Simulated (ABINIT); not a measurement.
# BN (Fmm2) in ABINIT: reference runs

Aim: a first look at BN with PBE, on the cell as given and on a disturbed one.

Program: ABINIT 10.8.3 (patched build). These are calculated values, not measurements. Logs are shortened: lines on timing, memory, paths and dates and some standing lists are left out, and cuts for length are marked. The log counts tension as positive stress, the text compression.

**1. Starting point**

Symmetry: Fmm2, No. 42, orthorhombic system. Conventional cell: a = 2.503 Å, b = 6.991 Å, c = 4.332 Å, α = 90.00°, β = 90.00°, γ = 90.00°. N (site symmetry mm2) is surrounded by 3 B at 1.44 Å. Around B (site symmetry mm2) lie 3 N at 1.44 Å.

Measurements of this composition are mostly on another form, of space group No. 194.

**2. Single point, PBE**

File run.abi:

```
pp_dirpath "./"
pseudos "N.GGA_PBE-JTH.xml, B.GGA_PBE-JTH.xml"

structure "poscar:POSCAR"
natom 2
chkprim 0
chksymtnons 0
tolsym 1.0e-6

ecut 26.0
pawecutdg 48.0
pawovlp 30

kptopt 1
ngkpt 13 13 13
nshiftk 1
shiftk 0.0 0.0 0.0

ixc 11

nband 8
occopt 3
tsmear 0.00183747

nstep 100
tolvrs 1.0e-9

iomode 3
prtwf 0
prtden 0
prteig 0
prtebands 0
```

File POSCAR:

```
BN
1.0
    0.0000000000      3.4953158300      2.1660912400
    1.2516321000      0.0000000000      2.1660912400
    1.2516321000      3.4953158300      0.0000000000
N B
1 1
Direct
    0.6666513400      0.6666513400      0.3333486600  N
    0.0000486500      0.0000486500      0.9999513500  B
```

Potentials or basis: JTH PAW PBE v2.0.

Command:

```sh
$ abinit run.abi > log 2>&1
```

run.abo:

```text
.Version 10.8.3 of ABINIT
 Symmetries : space group Fm m 2 (# 42); Bravais oF (face-center ortho.)
================================================================================
 Values of the parameters that define the memory need of the present run
     intxc =       0    ionmov =       0      iscf =      17    lmnmax =       8
     lnmax =       4     mgfft =      36  mpssoang =       2    mqgrid =    3001
     natom =       2  nloc_mem =       2    nspden =       1   nspinor =       1
    nsppol =       1      nsym =       4    n1xccc =       1    ntypat =       2
    occopt =       3   xclevel =       2
       mpw =         833          nfft =       46656          nkpt =         343
 PAW method is used; the additional fine FFT grid is defined by:
   mgfftf=        50    nfftf =    125000
================================================================================
================================================================================

--------------------------------------------------------------------------------
------------- Echo of variables that govern the present computation ------------
--------------------------------------------------------------------------------
 -outvars: echo values of preprocessed input variables --------
            acell      1.0000000000E+00  1.0000000000E+00  1.0000000000E+00 Bohr
              amu      1.40067400E+01  1.08110000E+01
          chkprim           0
      chksymtnons           0
             ecut      2.60000000E+01 Hartree
                       outvar_i_n : Printing only first  50 k-points.
              ixc          11
                       outvar_i_n : Printing only first  50 k-points.
         kptrlatt       13    0    0      0   13    0      0    0   13
          kptrlen      6.14580156E+01
            natom           2
            nband           8
            ngfft          36      36      36
          ngfftdg          50      50      50
             nkpt         343
            nstep         100
             nsym           4
           ntypat           2
                       prtocc : prtvol=0, do not print more k-points.
           occopt           3
        pawecutdg      4.80000000E+01 Hartree
          pawovlp      3.0000000000E+01
         pawxcdev           0
           prtden           0
        prtebands           0
           prteig           0
            prtwf           0
            rprim      0.0000000000E+00  6.6051896423E+00  4.0933192073E+00
                       2.3652418794E+00  0.0000000000E+00  4.0933192073E+00
                       2.3652418794E+00  6.6051896423E+00  0.0000000000E+00
          spgroup          42
           tolsym      1.00000000E-06
           tolvrs      1.00000000E-09
           tsmear      1.83747000E-03 Hartree
            typat      1  2
           useylm           1
                       outvars : Printing only first  50 k-points.
           xangst      1.2516321000E+00  3.4953158300E+00  2.8880552554E+00
                       1.2516321000E+00  3.4953158300E+00  2.1076067765E-04
            xcart      2.3652418794E+00  6.6051896423E+00  5.4576334692E+00
                       2.3652418794E+00  6.6051896423E+00  3.9827995887E-04
             xred      6.6665134000E-01  6.6665134000E-01  3.3334866000E-01
                       4.8650000000E-05  4.8650000000E-05  9.9995135000E-01
            znucl        7.00000    5.00000

================================================================================

 chkinp: Checking input parameters for consistency.

================================================================================
== DATASET  1 ==================================================================

--- !DatasetInfo
iteration_state: {dtset: 1, }
dimensions: {natom: 2, nkpt: 343, mband: 8, nsppol: 1, nspinor: 1, nspden: 1, mpw: 833, }
cutoff_energies: {ecut:  26.0, pawecutdg:  48.0, }
electrons: {nelect:   8.00000000E+00, charge:   0.00000000E+00, occopt:   3.00000000E+00, tsmear:   1.83747000E-03, }
meta: {optdriver: 0, ionmov: 0, optcell: 0, iscf: 17, paral_kgb: 0, }
...

 Exchange-correlation functional for the present dataset will be:
  GGA: Perdew-Burke-Ernzerhof functional - ixc=11
  J.P.Perdew, K.Burke, M.Ernzerhof, PRL 77, 3865 (1996)

 Real(R)+Recip(G) space primitive vectors, cartesian coordinates (Bohr,Bohr^-1):
 R(1)=  0.0000000  6.6051896  4.0933192  G(1)= -0.2113949  0.0756981  0.1221503
 R(2)=  2.3652419  0.0000000  4.0933192  G(2)=  0.2113949 -0.0756981  0.1221503
 R(3)=  2.3652419  6.6051896  0.0000000  G(3)=  0.2113949  0.0756981 -0.1221503
 Unit cell volume ucvol=  1.2789880E+02 bohr^3
 Angles (23,13,12)=  8.02896252E+01  3.68458221E+01  6.28645528E+01 degrees

 Coarse grid specifications (used for wave-functions):

 getcut: wavevector=  0.0000  0.0000  0.0000  ngfft=  36  36  36
         ecut(hartree)=     26.000   => boxcut(ratio)=   2.01832

 Fine grid specifications (used for densities):

 getcut: wavevector=  0.0000  0.0000  0.0000  ngfft=  50  50  50
         ecut(hartree)=     48.000   => boxcut(ratio)=   2.06315

--- Pseudopotential description ------------------------------------------------
- pspini: atom type   1  psp file is ./N.GGA_PBE-JTH.xml
 Pseudopotential format is: paw10
 basis_size (lnmax)=  4 (lmn_size=  8), orbitals=   0   0   1   1
 Spheres core radius: rc_sph= 1.20497474
 Shapefunction is SIN type: shapef(r)=[sin(pi*r/rshp)/(pi*r/rshp)]**2
 Radius for shape functions =  1.00243812
 Compensation charge density is not taken into account in XC energy/potential

- pspini: atom type   2  psp file is ./B.GGA_PBE-JTH.xml
 Pseudopotential format is: paw10
 basis_size (lnmax)=  4 (lmn_size=  8), orbitals=   0   0   1   1
 Spheres core radius: rc_sph= 1.70616958
 Shapefunction is SIN type: shapef(r)=[sin(pi*r/rshp)/(pi*r/rshp)]**2
 Radius for shape functions =  1.40269776
 Compensation charge density is not taken into account in XC energy/potential

   5.83076110E+01                                ecore*ucvol(ha*bohr**3)
--------------------------------------------------------------------------------

[... 7 lines left out ...]

     iter   Etot(hartree)      deltaE(h)  residm     nres2
 ETOT  1  -13.026671590869    -1.303E+01 1.285E-01 7.067E+01
 ETOT  2  -12.991098032572     3.557E-02 5.133E-02 1.425E+01
 ETOT  3  -12.984492201103     6.606E-03 4.131E-03 1.377E+00
 ETOT  4  -12.983279061412     1.213E-03 2.175E-03 5.461E-02
 ETOT  5  -12.983404479113    -1.254E-04 7.196E-04 2.212E-02
 ETOT  6  -12.983435740639    -3.126E-05 3.856E-04 6.100E-04
 ETOT  7  -12.983438100972    -2.360E-06 1.697E-04 5.832E-05
 ETOT  8  -12.983438283262    -1.823E-07 2.359E-04 2.262E-06
 ETOT  9  -12.983438287165    -3.903E-09 1.095E-04 5.260E-08
 ETOT 10  -12.983438287283    -1.176E-10 1.471E-04 5.085E-09
 ETOT 11  -12.983438287290    -7.301E-12 6.546E-05 5.681E-11

 At SCF step   11       nres2   =  5.68E-11 < tolvrs=  1.00E-09 =>converged.

 Cartesian components of stress tensor (hartree/bohr^3)
  sigma(1 1)= -1.44057786E-04  sigma(3 2)=  0.00000000E+00
  sigma(2 2)= -6.42225617E-05  sigma(3 1)=  0.00000000E+00
  sigma(3 3)= -1.45186694E-04  sigma(2 1)=  0.00000000E+00

--- !ResultsGS
iteration_state: {dtset: 1, }
comment   : Summary of ground state results
lattice_vectors:
- [  0.0000000,   6.6051896,   4.0933192, ]
- [  2.3652419,   0.0000000,   4.0933192, ]
- [  2.3652419,   6.6051896,   0.0000000, ]
lattice_lengths: [   7.77070,    4.72754,    7.01590, ]
lattice_angles: [ 80.290,  36.846,  62.865, ] # degrees, (23, 13, 12)
lattice_volume:   1.2789880E+02
convergence: {deltae: -7.301E-12, res2:  5.681E-11, residm:  6.546E-05, diffor: null, }
etotal    :  -1.29834383E+01
entropy   :   0.00000000E+00
fermie    :   1.49197754E-01
cartesian_stress_tensor: # hartree/bohr^3
- [ -1.44057786E-04,   0.00000000E+00,   0.00000000E+00, ]
- [  0.00000000E+00,  -6.42225617E-05,   0.00000000E+00, ]
- [  0.00000000E+00,   0.00000000E+00,  -1.45186694E-04, ]
pressure_GPa:   3.4665E+00
xred      :
- [  6.6665E-01,   6.6665E-01,   3.3335E-01,  N]
- [  4.8650E-05,   4.8650E-05,   9.9995E-01,  B]
cartesian_forces: # hartree/bohr
- [ -7.44042557E-21,  -3.17052123E-21,  -1.98759386E-04, ]
- [  7.44042557E-21,   3.17052123E-21,   1.98759386E-04, ]
force_length_stats: {min:   1.98759386E-04, max:   1.98759386E-04, mean:   1.98759386E-04, }
...

 Integrated electronic density in atomic spheres:
 ------------------------------------------------
 Atom  Sphere_radius  Integrated_density
    1        1.20497          2.71472889
    2        1.70617          2.23334153

================================================================================

 ----iterations are completed or convergence reached----

 Mean square residual over all n,k,spin=   45.246E-09; max=  65.462E-06
 reduced coordinates (array xred) for    2 atoms
       0.666651340000      0.666651340000      0.333348660000
       0.000048650000      0.000048650000      0.999951350000
 rms dE/dt=  6.6472E-04; max dE/dt=  8.4276E-04; dE/dt below (all hartree)
    1       0.000842756309      0.000842756309      0.000000000000
    2      -0.000784414918     -0.000784414918      0.000000000000

 cartesian coordinates (angstrom) at end:
    1      1.25163210000000     3.49531583000000     2.88805525541652
    2      1.25163210000000     3.49531583000000     0.00021076067765

 cartesian forces (hartree/bohr) at end:
    1     -0.00000000000000    -0.00000000000000    -0.00019875938631
    2      0.00000000000000     0.00000000000000     0.00019875938631
 frms,max,avg= 1.1475379E-04 1.9875939E-04   0.000E+00  0.000E+00 -7.126E-06 h/b

 cartesian forces (eV/Angstrom) at end:
    1     -0.00000000000000    -0.00000000000000    -0.01022061858153
    2      0.00000000000000     0.00000000000000     0.01022061858153
 frms,max,avg= 5.9008769E-03 1.0220619E-02   0.000E+00  0.000E+00 -3.665E-04 e/A
 length scales=  1.000000000000  1.000000000000  1.000000000000 bohr
              =  0.529177210544  0.529177210544  0.529177210544 angstroms
 Fermi (or HOMO) energy (hartree) =   0.14920   Average Vxc (hartree)=  -0.35766
 Eigenvalues (hartree) for nkpt= 343  k points:
 kpt#   1, nband=  8, wtk=  0.00046, kpt=  0.0000  0.0000  0.0000 (reduced coord)
  -0.55505   -0.06305    0.04994    0.05019    0.28070    0.52475    0.52692    0.57811
      occupation numbers for kpt#   1
   2.00000    2.00000    2.00000    2.00000    0.00000    0.00000    0.00000    0.00000
 prteigrs : prtvol=0 or 1, do not print more k-points.

--- !EnergyTerms
iteration_state     : {dtset: 1, }
comment             : Components of total free energy in Hartree
kinetic             :  7.87849140926153E+00
hartree             :  4.53424515254038E+00
xc                  : -3.87404856279279E+00
Ewald energy        : -8.60977015582790E+00
psp_core            :  4.55888657489526E-01
local_psp           : -1.47791510545387E+01
PAW spherical_terms :  1.41090641434225E+00
internal            : -1.29834381395258E+01
'-kT*entropy'       : -2.92493416771326E-15
total_energy        : -1.29834381395258E+01
total_energy_eV     : -3.53297350015436E+02
...

--- !EnergyTermsDC
iteration_state     : {dtset: 1, }
comment             : '"Double-counting" decomposition of free energy'
band_energy         : -1.31116980029228E+00
Ewald energy        : -8.60977015582790E+00
psp_core            :  4.55888657489526E-01
xc_dc               : -3.75549462881394E+00
PAW spherical_terms :  2.37107640154778E-01
internal            : -1.29834382872898E+01
'-kT*entropy'       : -2.92493416771326E-15
total_energy_dc     : -1.29834382872898E+01
total_energy_dc_eV  : -3.53297354036301E+02
...

--- !EnergyTermsWithPAWCore
iteration_state     : {dtset: 1, }
comment             : 'Components of total free energy, including PAW core contributions'
Total energy        : -7.97021920591762E+01
Total energy DC     : -7.97021922069403E+01
Total energy (eV)   : -2.16880713277360E+03
Total energy DC (eV): -2.16880713679447E+03
...

 Cartesian components of stress tensor (hartree/bohr^3)
  sigma(1 1)= -1.44057786E-04  sigma(3 2)=  0.00000000E+00
  sigma(2 2)= -6.42225617E-05  sigma(3 1)=  0.00000000E+00
  sigma(3 3)= -1.45186694E-04  sigma(2 1)=  0.00000000E+00

-Cartesian components of stress tensor (GPa)         [Pressure=  3.4665E+00 GPa]
- sigma(1 1)= -4.23832639E+00  sigma(3 2)=  0.00000000E+00
- sigma(2 2)= -1.88949300E+00  sigma(3 1)=  0.00000000E+00
- sigma(3 3)= -4.27154001E+00  sigma(2 1)=  0.00000000E+00

== END DATASET(S) ==============================================================
================================================================================

 -outvars: echo values of variables after computation  --------
            acell      1.0000000000E+00  1.0000000000E+00  1.0000000000E+00 Bohr
           etotal     -1.2983438287E+01
            fcart     -7.4404255657E-21 -3.1705212311E-21 -1.9875938631E-04
                       7.4404255657E-21  3.1705212311E-21  1.9875938631E-04
            rprim      0.0000000000E+00  6.6051896423E+00  4.0933192073E+00
                       2.3652418794E+00  0.0000000000E+00  4.0933192073E+00
                       2.3652418794E+00  6.6051896423E+00  0.0000000000E+00
           strten     -1.4405778595E-04 -6.4222561678E-05 -1.4518669378E-04
                       0.0000000000E+00  0.0000000000E+00  0.0000000000E+00
           xangst      1.2516321000E+00  3.4953158300E+00  2.8880552554E+00
                       1.2516321000E+00  3.4953158300E+00  2.1076067765E-04
             xred      6.6665134000E-01  6.6665134000E-01  3.3334866000E-01
                       4.8650000000E-05  4.8650000000E-05  9.9995135000E-01
 Calculation completed.
```

Wall time 1.8 min (1 thread of Intel Xeon Platinum 8488C (Sapphire Rapids), shared host); peak memory 0.17 GiB.

Results:

* Free energy: -353.2974 eV
* Pressure: 3.5 GPa
* Largest force: 0.010 eV/Å
* Band gap on the k mesh: 3.89 eV, indirect (least direct gap 4.64 eV)

Forces on the atoms (eV/Å):
```
N    0.000  0.000 -0.010
B    0.000  0.000  0.010
```

Levels at points of the mesh, in eV from the valence-band top:
| k point | band 1 | band 2 | band 3 | band 4 | band 5 | band 6 | band 7 | band 8 |
| --- | --- | --- | --- | --- | --- | --- | --- | --- |
| (0.00, 0.00, 0.00) | -17.87 | -4.48 | -1.41 | -1.40 | 4.87 | 11.51 | 11.57 | 12.96 |

Caveat: an odd mesh through Γ misses points on the zone boundary, where band edges often lie; the atomic spheres overlap. As with any semilocal functional, this PBE gap is likely too small.

**3. Single point, PBE (atoms moved at random, drawn with an rms of 0.05 Å)**

File run.abi:

```
# Pseudopotentials
pp_dirpath "./"
pseudos "N.GGA_PBE-JTH.xml, B.GGA_PBE-JTH.xml"

# Structure
acell 3*1.0
rprim
     0.0000000000     6.6051896378     4.0933192046
     2.3652418778     0.0000000000     4.0933192046
     2.3652418778     6.6051896378     0.0000000000
ntypat 2
znucl 7 5
natom 2
typat 1 2
xcart
     2.4226131848     6.5236353613     5.5597139697
     2.3619494611     6.5903675922     0.0609004031
chkprim 0
chksymtnons 0
tolsym 1.0e-6

# Plane-wave basis
ecut 26.0
pawecutdg 48.0
pawovlp 30

# k points
kptopt 1
ngkpt 13 13 13
nshiftk 1
shiftk 0.0 0.0 0.0

# Exchange and correlation
ixc 11

# Bands and occupations
nband 8
occopt 3
tsmear 0.05 eV

# SCF cycle
nstep 100
tolvrs 1.0e-9

# Output
iomode 3
prtwf 0
prteig 0
prtebands 0
enunit 1
prtden 1
prtvha 1
prtvclmb 1
prtpot 1
```

Potentials or basis: JTH PAW PBE v2.0.

Command:

```sh
$ abinit run.abi > log 2>&1
```

run.abo:

```text
.Version 10.8.3 of ABINIT
 Symmetries : space group P1 (#  1); Bravais aP (primitive triclinic)
================================================================================
 Values of the parameters that define the memory need of the present run
     intxc =       0    ionmov =       0      iscf =      17    lmnmax =       8
     lnmax =       4     mgfft =      36  mpssoang =       2    mqgrid =    3001
     natom =       2  nloc_mem =       2    nspden =       1   nspinor =       1
    nsppol =       1      nsym =       1    n1xccc =       1    ntypat =       2
    occopt =       3   xclevel =       2
       mpw =         833          nfft =       31104          nkpt =        1099
 PAW method is used; the additional fine FFT grid is defined by:
   mgfftf=        50    nfftf =     67500
================================================================================
================================================================================

--------------------------------------------------------------------------------
------------- Echo of variables that govern the present computation ------------
--------------------------------------------------------------------------------
 -outvars: echo values of preprocessed input variables --------
            acell      1.0000000000E+00  1.0000000000E+00  1.0000000000E+00 Bohr
              amu      1.40067400E+01  1.08110000E+01
          chkprim           0
      chksymtnons           0
             ecut      2.60000000E+01 Hartree
           enunit           1
                       outvar_i_n : Printing only first  50 k-points.
              ixc          11
                       outvar_i_n : Printing only first  50 k-points.
[... 217 lines left out ...]
total_energy_dc_eV  : -3.53258645835159E+02
...

--- !EnergyTermsWithPAWCore
iteration_state     : {dtset: 1, }
comment             : 'Components of total free energy, including PAW core contributions'
Total energy        : -7.97007706745409E+01
Total energy DC     : -7.97007697067856E+01
Total energy (eV)   : -2.16876845492729E+03
Total energy DC (eV): -2.16876842859333E+03
...

 Cartesian components of stress tensor (hartree/bohr^3)
  sigma(1 1)= -8.93576053E-05  sigma(3 2)= -7.51992065E-06
  sigma(2 2)= -5.95710960E-05  sigma(3 1)=  1.12452200E-04
  sigma(3 3)= -2.49358217E-04  sigma(2 1)= -1.28500299E-05

-Cartesian components of stress tensor (GPa)         [Pressure=  3.9060E+00 GPa]
- sigma(1 1)= -2.62899151E+00  sigma(3 2)= -2.21243704E-01
- sigma(2 2)= -1.75264216E+00  sigma(3 1)=  3.30845796E+00
- sigma(3 3)= -7.33637204E+00  sigma(2 1)= -3.78060933E-01

== END DATASET(S) ==============================================================
================================================================================

 -outvars: echo values of variables after computation  --------
            acell      1.0000000000E+00  1.0000000000E+00  1.0000000000E+00 Bohr
           etotal     -1.2982015787E+01
            fcart     -2.4416719717E-02  8.6967472360E-03 -1.7495967654E-02
                       2.4416719717E-02 -8.6967472360E-03  1.7495967654E-02
            rprim      0.0000000000E+00  6.6051896378E+00  4.0933192046E+00
                       2.3652418778E+00  0.0000000000E+00  4.0933192046E+00
                       2.3652418778E+00  6.6051896378E+00  0.0000000000E+00
           strten     -8.9357605309E-05 -5.9571096040E-05 -2.4935821746E-04
                      -7.5199206508E-06  1.1245220035E-04 -1.2850029936E-05
           xangst      1.2819916874E+00  3.4521591631E+00  2.9420739299E+00
                       1.2498898273E+00  3.4874723389E+00  3.2227105433E-02
             xred      6.6081899999E-01  6.9742200000E-01  3.2683400001E-01
                       7.0129999941E-03  7.8649999995E-03  9.9074300000E-01
 Calculation completed.
```

It took 4.7 min on 1 thread of Intel Xeon Platinum 8488C (Sapphire Rapids), shared host; peak memory 0.32 GiB.

Results:

```yaml
Free_energy: -353.2586 eV
Pressure: 3.9 GPa
Largest_force: 1.608 eV/Å
Band_gap_on_the_k_mesh: 3.71 eV, indirect (least direct gap 4.64 eV)
```

Forces in eV/Å, atoms in the order of the input:
```
N   -1.256  0.447 -0.900
B    1.256 -0.447  0.900
```

Caveat: an odd mesh through Γ misses points on the zone boundary, where band edges often lie; the atomic spheres overlap.

(Part 1 of 2 ends here.)
